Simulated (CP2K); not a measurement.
# AlPt (Pm-3m) in CP2K: settings compared

Aim: see how the results for AlPt move with the level of theory and the settings. Levels: r2SCAN+rVV10, LDA. Tasks: density of states.

All numbers are computed with CP2K 2026.2; they aren't measurements. Logs are shortened: lines on timing, memory, paths and dates and some standing lists are left out, and cuts for length are marked.

## (1) The crystal as given

Symmetry: Pm-3m, No. 221, cubic system. Conventional cell: a = 3.092 Å, b = 3.092 Å, c = 3.092 Å, α = 90.00°, β = 90.00°, γ = 90.00°. Around Pt (site symmetry m-3m) lie 8 Al at 2.68 Å. Al (site symmetry m-3m) is surrounded by 8 Pt at 2.68 Å.

Measurements of this composition are mostly on another form, of space group No. 198.

## (2) Density of states, r2SCAN+rVV10

alpt_dos.inp

```
&GLOBAL
  PROJECT alpt_dos
  RUN_TYPE ENERGY_FORCE
  PRINT_LEVEL LOW
&END GLOBAL
&FORCE_EVAL
  METHOD QS
  STRESS_TENSOR ANALYTICAL
  &DFT
    BASIS_SET_FILE_NAME BASIS_MOLOPT_UZH
    POTENTIAL_FILE_NAME POTENTIAL_UZH
    &MGRID
      CUTOFF 675
      REL_CUTOFF 60
      NGRIDS 5
    &END MGRID
    &QS
      METHOD GPW
      EPS_DEFAULT 1.0E-10
    &END QS
    &KPOINTS
      SCHEME MONKHORST-PACK 9 9 9
      GAMMA_CENTERED T
      SYMMETRY T
      SYMMETRY_BACKEND SPGLIB
    &END KPOINTS
    &SCF
      SCF_GUESS ATOMIC
      EPS_SCF 1.0E-6
      MAX_SCF 100
      ADDED_MOS 13
      CHOLESKY OFF
      EPS_EIGVAL 1.0E-7
      &DIAGONALIZATION ON
        ALGORITHM STANDARD
      &END DIAGONALIZATION
      &MIXING ON
        METHOD BROYDEN_MIXING
        ALPHA 0.4
        BETA 1.5
        NBUFFER 8
      &END MIXING
      &SMEAR ON
        METHOD FERMI_DIRAC
        ELECTRONIC_TEMPERATURE 580.23
      &END SMEAR
    &END SCF
    &XC
      &XC_FUNCTIONAL
        &MGGA_X_R2SCAN
        &END MGGA_X_R2SCAN
        &MGGA_C_R2SCAN
        &END MGGA_C_R2SCAN
      &END XC_FUNCTIONAL
      &VDW_POTENTIAL
        POTENTIAL_TYPE NON_LOCAL
        &NON_LOCAL
          TYPE RVV10
          PARAMETERS 11.95 0.0093
          KERNEL_FILE_NAME rVV10_kernel_table.dat
          CUTOFF 300
        &END NON_LOCAL
      &END VDW_POTENTIAL
    &END XC
    &PRINT
      &KPOINTS ON
      &END KPOINTS
      &MULLIKEN ON
      &END MULLIKEN
      &MO ON
        ENERGIES T
        OCCUPATION_NUMBERS T
        &EACH
          QS_SCF 0
        &END EACH
        ADD_LAST NUMERIC
      &END MO
      &DOS ON
        &CURVE
          ENERGY_UNIT EV
          ENERGY_ZERO ABSOLUTE
          &BROADEN
            TYPE GAUSSIAN
            WIDTH [eV] 0.1
          &END BROADEN
        &END CURVE
        DELTA_E 0.001837
      &END DOS
    &END PRINT
  &END DFT
  &SUBSYS
    &CELL
      A 3.0915460000 0.0000000000 0.0000000000
      B 0.0000000000 3.0915460000 0.0000000000
      C 0.0000000000 0.0000000000 3.0915460000
      PERIODIC XYZ
    &END CELL
    &COORD
      Pt  1.5457730000 1.5457730000 1.5457730000
      Al  0.0000000000 0.0000000000 0.0000000000
    &END COORD
    &KIND Pt
      BASIS_SET TZVP-MOLOPT-SCAN-GTH-q18
      POTENTIAL GTH-SCAN-q18
    &END KIND
    &KIND Al
      BASIS_SET TZVP-MOLOPT-SCAN-GTH-q3
      POTENTIAL GTH-SCAN-q3
    &END KIND
    &PRINT
      &ATOMIC_COORDINATES ON
      &END ATOMIC_COORDINATES
      &CELL ON
      &END CELL
      &SYMMETRY ON
      &END SYMMETRY
    &END PRINT
  &END SUBSYS
  &PRINT
    &FORCES ON
    &END FORCES
    &STRESS_TENSOR ON
    &END STRESS_TENSOR
  &END PRINT
&END FORCE_EVAL
```

Potentials or basis: POTENTIAL_UZH Pt GTH-SCAN-q18, Al GTH-SCAN-q3; TZVP-MOLOPT-SCAN-GTH basis.

Command:

```console
$ OMP_NUM_THREADS=1 cp2k.psmp -i alpt_dos.inp -o alpt_dos.out
```

alpt_dos.out:

```text

 CP2K| version string:                                       CP2K version 2026.2
 CP2K| Input file name                                              alpt_dos.inp

 GLOBAL| Force Environment number                                              1
 GLOBAL| Basis set file name                                    BASIS_MOLOPT_UZH
 GLOBAL| Potential file name                                       POTENTIAL_UZH
 GLOBAL| MM Potential file name                                     MM_POTENTIAL
 GLOBAL| Coordinate file name                                      __STD_INPUT__
 GLOBAL| Method name                                                        CP2K
 GLOBAL| Project name                                                   alpt_dos
 GLOBAL| Run type                                                   ENERGY_FORCE
 GLOBAL| FFT library                                                       FFTW3
[... 8 lines left out ...]
 GLOBAL| CPU model name                                                  UNKNOWN

 CELL| Volume [angstrom^3]:                                            29.547935
 CELL| Vector a [angstrom]:       3.092     0.000     0.000   |a| =     3.091546
 CELL| Vector b [angstrom]:       0.000     3.092     0.000   |b| =     3.091546
 CELL| Vector c [angstrom]:       0.000     0.000     3.092   |c| =     3.091546
 CELL| Angle (b,c), alpha [degree]:                                    90.000000
 CELL| Angle (a,c), beta  [degree]:                                    90.000000
 CELL| Angle (a,b), gamma [degree]:                                    90.000000
 CELL| Numerically orthorhombic:                                             YES
 CELL| Periodicity                                                           XYZ

 CELL_REF| Volume [angstrom^3]:                                        29.547935
 CELL_REF| Vector a [angstrom     3.092     0.000     0.000   |a| =     3.091546
 CELL_REF| Vector b [angstrom     0.000     3.092     0.000   |b| =     3.091546
 CELL_REF| Vector c [angstrom     0.000     0.000     3.092   |c| =     3.091546
 CELL_REF| Angle (b,c), alpha [degree]:                                90.000000
 CELL_REF| Angle (a,c), beta  [degree]:                                90.000000
 CELL_REF| Angle (a,b), gamma [degree]:                                90.000000
 CELL_REF| Numerically orthorhombic:                                         YES
 CELL_REF| Periodicity                                                       XYZ

[... 9 lines left out ...]

  Total number of            - Atomic kinds:                                   2
                             - Atoms:                                          2
                             - Shell sets:                                     2
                             - Shells:                                        18
                             - Primitive Cartesian functions:                 10
                             - Cartesian basis functions:                     59
                             - Spherical basis functions:                     52

  Maximum angular momentum of- Orbital basis functions:                        3
                             - Local part of the GTH pseudopotential:          2
                             - Non-local part of the GTH pseudopotential:      5

 MODULE QUICKSTEP: ATOMIC COORDINATES IN ANGSTROM

   Atom Kind Element         X             Y             Z       Z(eff)     Mass
      1    1 Pt   78      1.545773      1.545773      1.545773  18.0000 195.0840
      2    2 Al   13      0.000000      0.000000      0.000000   3.0000  26.9815

 Crystal Symmetry Information
       International Symbol:                                               Pm-3m
       Point Group Symbol:                                                  m-3m
       Schoenflies Symbol:                                                  Oh^1
       Number of Symmetry Operations:                                         48

 SCF PARAMETERS         Density guess:                                    ATOMIC
[... 9 lines left out ...]
                        --------------------------------------------------------
                        level_shift [a.u.]:                             0.000000
                        added MOs                                        13    0
                        --------------------------------------------------------
                        Mixing method:                            BROYDEN_MIXING
[... 11 lines left out ...]
 *******************************************************************************
 BRILLOUIN| K-point scheme                                        Monkhorst-Pack
 BRILLOUIN| K-Point grid                                             9    9    9
 BRILLOUIN| Gamma-centered k-point mesh                                     ON
 BRILLOUIN| K-point symmetry accuracy                               0.100000E-05
 BRILLOUIN| K-Point point group symmetrization                                ON
 BRILLOUIN| Symmetry backend                                             SPGLIB
 BRILLOUIN| Symmetry reduction method                                    SPGLIB
 BRILLOUIN| Wavefunction type                                            COMPLEX
 BRILLOUIN| List of Kpoints [2 Pi/Bohr]                                       35
 BRILLOUIN| Number           Weight            X              Y              Z
 BRILLOUIN|     1           0.01097       -0.44444       -0.44444       -0.44444
 BRILLOUIN|     2           0.03292       -0.44444       -0.44444       -0.33333
 BRILLOUIN|     3           0.03292       -0.44444       -0.44444       -0.22222
 BRILLOUIN|     4           0.03292       -0.44444       -0.44444       -0.11111
 BRILLOUIN|     5           0.01646       -0.44444       -0.44444        0.00000
 BRILLOUIN|     6           0.03292       -0.44444       -0.33333       -0.33333
[... 27 lines left out ...]
 BRILLOUIN|    34           0.00823       -0.11111        0.00000        0.00000
 BRILLOUIN|    35           0.00137        0.00000        0.00000        0.00000
 *******************************************************************************

 Extrapolation method: initial_guess

 Number of electrons:                                                         21
 Number of occupied orbitals:                                                 11
 Number of molecular orbitals:                                                24

 Number of orbital functions:                                                 52
 Number of independent orbital functions:                                     52

 SCF WAVEFUNCTION OPTIMIZATION

  Step     Update method      Time    Convergence         Total energy    Change
  ------------------------------------------------------------------------------
     1 NoMix/Diag. 0.40E+00    6.1     1.26557638      -122.3219543868 -1.22E+02
     2 Broy./Diag. 0.40E+00    5.8     0.03385479      -122.8827674279 -5.61E-01
     3 Broy./Diag. 0.40E+00    5.8     0.04820845      -122.2184111605  6.64E-01
     4 Broy./Diag. 0.40E+00    5.7     0.00897573      -121.7809672563  4.37E-01
     5 Broy./Diag. 0.40E+00    5.8     0.00366843      -121.8157976051 -3.48E-02
     6 Broy./Diag. 0.40E+00    5.8     0.00597568      -121.7786696908  3.71E-02
     7 Broy./Diag. 0.40E+00    5.7     0.00017395      -121.7785111360  1.59E-04
     8 Broy./Diag. 0.40E+00    5.8     0.00026552      -121.7793766489 -8.66E-04
     9 Broy./Diag. 0.40E+00    5.8     0.00003366      -121.7788493887  5.27E-04
    10 Broy./Diag. 0.40E+00    5.8     0.00002192      -121.7791298344 -2.80E-04
    11 Broy./Diag. 0.40E+00    5.8     0.00000595      -121.7790361197  9.37E-05
    12 Broy./Diag. 0.40E+00    5.7     0.00000447      -121.7790321778  3.94E-06
    13 Broy./Diag. 0.40E+00    5.9     0.00000024      -121.7790412538 -9.08E-06

  *** SCF run converged in    13 steps ***

  Electronic density on regular grids:        -20.9999999997        0.0000000003
  Core density on regular grids:               20.9999999980       -0.0000000020
  Total charge density on r-space grids:       -0.0000000016
  Total charge density g-space grids:          -0.0000000016

  Overlap energy of the core charge distribution:               0.00000000000591
  Self energy of the core charge distribution:               -187.09783551864348
  Core Hamiltonian energy:                                     41.59136658734887
  Hartree energy:                                              36.29572664937142
  Exchange-correlation energy:                                -12.58332022319522
  Dispersion energy:                                            0.01529788459922
  Electronic entropic energy:                                  -0.00027663320456
  Fermi energy:                                                 0.45935232670902

  Total energy:                                              -121.77904125377415
  Total energy (extrapolated to T->0):                       -121.77890293717186

 MO| EIGENVALUES AND OCCUPATION NUMBERS FOR K POINT 1
 MO|
 MO|  Index      Eigenvalue [a.u.]        Eigenvalue [eV]             Occupation
 MO|      1              -3.215096             -87.487220               2.000000
 MO|      2              -1.535239             -41.775978               2.000000
 MO|      3              -1.535237             -41.775921               2.000000
 MO|      4              -1.535237             -41.775921               2.000000
 MO|      5               0.206831               5.628162               2.000000
 MO|      6               0.213900               5.820521               2.000000
[... 16 lines left out ...]
 MO|     23               1.667476              45.374335               0.000000
 MO|     24               1.667476              45.374337               0.000000
 MO| Sum:                                                              18.000043
 MO| E(Fermi):            0.459352 a.u.         12.499612 eV

 MO| EIGENVALUES AND OCCUPATION NUMBERS FOR K POINT 2
 MO|
 MO|  Index      Eigenvalue [a.u.]        Eigenvalue [eV]             Occupation
 MO|      1              -3.215116             -87.487757               2.000000
 MO|      2              -1.535308             -41.777858               2.000000
 MO|      3              -1.535305             -41.777786               2.000000
 MO|      4              -1.534553             -41.757302               2.000000
 MO|      5               0.196612               5.350089               2.000000
 MO|      6               0.224628               6.112433               2.000000
[... 16 lines left out ...]
 MO|     23               1.602380              43.602965               0.000000
[... 334 lines left out ...]
 MO| EIGENVALUES AND OCCUPATION NUMBERS FOR K POINT 14
 MO|
 MO|  Index      Eigenvalue [a.u.]        Eigenvalue [eV]             Occupation
 MO|      1              -3.215258             -87.491607               2.000000
 MO|      2              -1.535836             -41.792237               2.000000
 MO|      3              -1.532844             -41.710806               2.000000
 MO|      4              -1.532438             -41.699761               2.000000
 MO|      5               0.137033               3.728845               2.000000
 MO|      6               0.200230               5.448545               2.000000
[... 16 lines left out ...]
 MO|     23               1.491611              40.588801               0.000000
 MO|     24               1.522579              41.431494               0.000000
 MO| Sum:                                                              22.000000
 MO| E(Fermi):            0.459352 a.u.         12.499612 eV

 [... the levels of further k-points ...]

   Calculate DOS at iteration step                                   0
   Using a  9  9  9 MONKHORST-PACK grid

   Calculate DOS at iteration step                                   0
   Using a  9  9  9 MONKHORST-PACK grid

 !-----------------------------------------------------------------------------!
                     Mulliken Population Analysis

 #  Atom  Element  Kind  Atomic population                           Net charge
       1     Pt       1         18.079514                             -0.079514
       2     Al       2          2.920486                              0.079514
 # Total charge                             21.000000                  0.000000

 !-----------------------------------------------------------------------------!

 ENERGY| Total FORCE_EVAL ( QS ) energy [hartree]           -121.779039989016454

 FORCES| Atomic forces [hartree/bohr]
 FORCES|   Atom     x               y               z               |f|
 FORCES|      1  1.39094719E-08  1.39094808E-08  1.39095856E-08   2.40919829E-08
 FORCES|      2 -1.42791758E-12 -1.48273934E-12 -1.59391536E-12   2.60346514E-12
 FORCES| Sum     1.39080440E-08  1.39079981E-08  1.39079917E-08
 FORCES| Total atomic force                                       2.40893822E-08

 STRESS| Analytical stress tensor [bar]
 STRESS|                        x                   y                   z
 STRESS|      x       -4.37290980873E+04  -6.54396276235E-03  -6.54125805330E-03
 STRESS|      y       -6.54396276235E-03  -4.37290962211E+04  -6.54300899179E-03
 STRESS|      z       -6.54125805330E-03  -6.54300899179E-03  -4.37291932443E+04
 STRESS| 1/3 Trace                                            -4.37291291842E+04
 STRESS| Determinant                                          -8.36204473997E+13

 STRESS| Eigenvectors and eigenvalues of the analytical stress tensor [bar]
 STRESS|                        1                   2                   3
 STRESS| Eigenvalues  -4.37291941903E+04  -4.37291028228E+04  -4.37290905396E+04
 STRESS|      x           0.072566176339      0.755008920083     -0.651686796434
 STRESS|      y           0.071287090486      0.647811894368      0.758457579727
 STRESS|      z           0.994812696331     -0.101495222102     -0.006813157043
```

Wall time 1.8 min (1 thread of Arm Neoverse V1, shared host); peak memory 0.38 GiB.

Results:

```yaml
Free_energy: -3313.7762 eV
Pressure: -4.4 GPa
Band_gap_on_the_k_mesh: none (metal or under the smearing width)
Mulliken_charges: Pt -0.08; Al +0.08 e
```

Levels at points of the mesh, in eV from the Fermi level:
```
           k point  band 8  band 9  band 10  band 11  band 12  band 13
(0.00, 0.00, 0.00)   -2.70   -2.70    -2.70     4.15     4.15     4.15
```

States per cell in windows of 0.5 eV (zero at the Fermi level; states under -8 eV left out):
```tsv
from (eV)	total
-8.0	0.56
-7.5	0.33
-7.0	0.31
-6.5	0.81
-6.0	1.07
-5.5	0.84
-5.0	0.92
-4.5	1.40
-4.0	1.37
-3.5	1.69
-3.0	0.80
-2.5	0.11
-2.0	0.31
-1.5	0.17
-1.0	0.67
-0.5	0.40
0.0	0.28
0.5	0.13
1.0	0.34
1.5	0.28
2.0	0.27
2.5	0.52
3.0	0.41
3.5	0.29
4.0	0.39
4.5	0.64
5.0	0.22
5.5	0.32
6.0	0.68
6.5	0.48
7.0	0.27
7.5	0.56
```

Caveat: Mulliken charges move with the basis; the basis of atomic orbitals isn't converged, which shifts pressures, moduli and gaps. Spin-orbit coupling is left out, which matters for the levels of Pt.

## (3) Density of states, LDA

Changes to alpt_dos.inp since step 2:

```diff
@@ -10,7 +10,7 @@
     BASIS_SET_FILE_NAME BASIS_MOLOPT_UZH
-    POTENTIAL_FILE_NAME POTENTIAL_UZH
+    POTENTIAL_FILE_NAME GTH_POTENTIALS
     &MGRID
-      CUTOFF 675
+      CUTOFF 450
       REL_CUTOFF 60
-      NGRIDS 5
+      NGRIDS 4
     &END MGRID
@@ -43,4 +43,4 @@
       &SMEAR ON
-        METHOD FERMI_DIRAC
-        ELECTRONIC_TEMPERATURE 580.23
+        METHOD GAUSSIAN
+        SIGMA [eV] 0.05
       &END SMEAR
@@ -49,16 +49,7 @@
       &XC_FUNCTIONAL
-        &MGGA_X_R2SCAN
-        &END MGGA_X_R2SCAN
-        &MGGA_C_R2SCAN
-        &END MGGA_C_R2SCAN
+        &LDA_X
+        &END LDA_X
+        &LDA_C_PW
+        &END LDA_C_PW
       &END XC_FUNCTIONAL
-      &VDW_POTENTIAL
-        POTENTIAL_TYPE NON_LOCAL
-        &NON_LOCAL
-          TYPE RVV10
-          PARAMETERS 11.95 0.0093
-          KERNEL_FILE_NAME rVV10_kernel_table.dat
-          CUTOFF 300
-        &END NON_LOCAL
-      &END VDW_POTENTIAL
     &END XC
@@ -82,3 +73,3 @@
           &BROADEN
-            TYPE GAUSSIAN
+            TYPE LORENTZIAN
             WIDTH [eV] 0.1
@@ -98,3 +89,4 @@
     &COORD
-      Pt  1.5457730000 1.5457730000 1.5457730000
+      SCALED
+      Pt  0.5000000000 0.5000000000 0.5000000000
       Al  0.0000000000 0.0000000000 0.0000000000
@@ -102,8 +94,8 @@
     &KIND Pt
-      BASIS_SET TZVP-MOLOPT-SCAN-GTH-q18
-      POTENTIAL GTH-SCAN-q18
+      BASIS_SET TZVP-MOLOPT-PBE-GTH-q18
+      POTENTIAL GTH-PADE-q18
     &END KIND
     &KIND Al
-      BASIS_SET TZVP-MOLOPT-SCAN-GTH-q3
-      POTENTIAL GTH-SCAN-q3
+      BASIS_SET TZVP-MOLOPT-PBE-GTH-q3
+      POTENTIAL GTH-PADE-q3
     &END KIND
@@ -114,4 +106,2 @@
       &END CELL
-      &SYMMETRY ON
-      &END SYMMETRY
     &END PRINT
```

Potentials or basis: GTH_POTENTIALS Pt GTH-PADE-q18, Al GTH-PADE-q3; TZVP-MOLOPT-PBE-GTH basis.

Command:

```console
$ OMP_NUM_THREADS=1 cp2k.psmp -i alpt_dos.inp -o alpt_dos.out
```

It took 58 s on 1 thread of Arm Neoverse V1, shared host; peak memory 0.29 GiB.

It converged, with:

```
Free energy            : -3350.0562 eV
Pressure               : -20.0 GPa
Band gap on the k mesh : none (metal or under the smearing width)
Mulliken charges       : Pt -0.81; Al +0.81 e
```

Levels at points of the mesh, in eV from the Fermi level:
```tsv
k point	band 8	band 9	band 10	band 11	band 12	band 13
(0.00, 0.00, 0.00)	-2.51	-2.51	-2.51	3.82	3.82	3.82
```

States per cell in windows of 1 eV (zero at the Fermi level; states under -8 eV left out):
```
from (eV)  total
     -8.0   0.85
     -7.0   0.91
     -6.0   2.01
     -5.0   2.00
     -4.0   3.14
     -3.0   1.46
     -2.0   0.51
     -1.0   1.01
      0.0   0.52
      1.0   0.65
      2.0   0.87
      3.0   0.69
      4.0   0.96
      5.0   0.71
      6.0   1.14
      7.0   1.05
```

Caveat: Mulliken charges move with the basis; so large a pressure means that the cell lies far from this level's equilibrium, or that cutoff or potentials fall short; the basis of atomic orbitals isn't converged, which shifts pressures, moduli and gaps.
